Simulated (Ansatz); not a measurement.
# BeS: energy and pressure over a range of volumes

An exercise on one series of results from a longer session: the logs are not shown, and one member is left open.

The COD entry's cell or inner coordinates are ideal or old and differ from later refinements, so a difference from it is no clean test against experiment.

Program: Ansatz 0.2.0. Level of theory: DFT PBE, scalar-relativistic. These are calculated values, not measurements.

### The system as given

The structure is cubic, space group F-43m (No. 216). Conventional cell: a = 4.850 Å, b = 4.850 Å, c = 4.850 Å, α = 90.00°, β = 90.00°, γ = 90.00°. Be (site symmetry -43m) has 4 S at 2.10 Å as nearest neighbours. S (site symmetry -43m) has 4 Be at 2.10 Å as nearest neighbours.

Coordinates:

```
Be S
1.0
     0.00000    2.42500    2.42500
     2.42500    0.00000    2.42500
     2.42500    2.42500    0.00000
Be S
1 1
Direct
  0.00000 0.00000 0.00000
  0.75000 0.75000 0.75000
```

Structure: COD 9008836, as refined from experiment and not relaxed.

Atoms are numbered in the order of the input: Be1, S2.

Set-up of the first run:

File input.yaml:

```yaml
crystal:
  lattice:
    - [0.0, 2.3922257121, 2.3922257121]
    - [2.3922257121, 0.0, 2.3922257121]
    - [2.3922257121, 2.3922257121, 0.0]
  atoms:
    - { symbol: Be, position: [0.0, 0.0, 0.0] }
    - { symbol: S, position: [0.75, 0.75, 0.75] }
kpoints:
  mp_grid: { grid: [9, 9, 9] }
scf:
  occupations: { method: fermi_dirac, width: 0.02 }
hamiltonian:
  xc: pbe
  pseudopotentials: { kind: all_electron, lapw: { basis_error: 0.00025 } }
output:
  forces: true
  stress: true
  eigenvalues: true
```

Run with:

```bash
$ ansatz run input.yaml --threads 1 --pin off --max-ram 2048MiB --backend cpu --events-out ev --progress --plain --runs-dir out
```

Among the steps run: Volume × 0.96, LAPW; Volume × 0.96, PAW; Volume × 0.96, crystal datasets; Volume × 0.98, LAPW; Volume × 0.98, PAW; Volume × 1.02, LAPW; Volume × 1.02, PAW; Volume × 1.04, LAPW; Volume × 1.04, PAW; Volume × 1.04, crystal datasets.

One table of the session follows, with a row left open; its other results are not shown here.

It belongs to the step «The equation of state». 

| method | volume (Å³/atom) | gap on the k mesh (eV) |
| --- | --- | --- |
| LAPW | 13.690 | 3.11 |
| LAPW | 13.975 | 3.16 |
| LAPW | 14.261 | 3.20 |
| LAPW | 14.546 | 3.25 |
| LAPW | 14.831 | 3.28 |
| PAW | 13.690 | 3.11 |
| PAW | 13.975 | 3.16 |
| PAW | 14.261 | 3.20 |
| PAW | 14.546 | ? |
| PAW | 14.831 | 3.28 |
| crystal datasets | 13.690 | 3.11 |
| crystal datasets | 14.261 | 3.20 |
| crystal datasets | 14.831 | 3.28 |

Q: Estimate the row for PAW, 14.546 from the others.

The run gave: gap on the k mesh (eV): 3.24. In the column «gap on the k mesh (eV)» it lies between crystal datasets, 14.261 (3.20) and LAPW, 14.546 (3.25).

Limits of these values: Warnings in the runs' records: crystal datasets made.
